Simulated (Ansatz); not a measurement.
Base system: TiO2 in the rutile structure (space group P4_2/mnm, No. 136; a = 4.592 Å, c = 2.939 Å).

Modification: every Ti is replaced by Cr; the structure is relaxed again.

Levels (all Ansatz, a program for electronic structure, PAW, earlier PAW set): PBEsol (420 eV, no spin-orbit coupling); r2SCAN (500 eV, spin-orbit coupling left out).

The geometry is relaxed with PBEsol.

```
Quantity                           Result
--------------------------  -------------
PBEsol pressure                   0.0 GPa
PBEsol largest site moment        1.70 μB
PBEsol magnetic state       ferromagnetic
```

Predict the pressure, largest site moment and magnetic state from r2SCAN.

The pressure goes from zero to 4.1 GPa; the largest site moment rises by 0.12 μB, from 1.70 μB to 1.82 μB; the magnetic state remains ferromagnetic.

Single points use the geometry relaxed with PBEsol. Their cutoffs differ, which shifts pressures a little. Whether these cells are dynamically stable was not tested. No Hubbard U is applied and the magnetic state is the run's own (CrO2 ferromagnetic); small cells can't hold the antiferromagnetic order that many such compounds have, so gaps and moments can be off. Spin-polarised in the final run: PBEsol CrO2 and r2SCAN CrO2; the other runs are not.
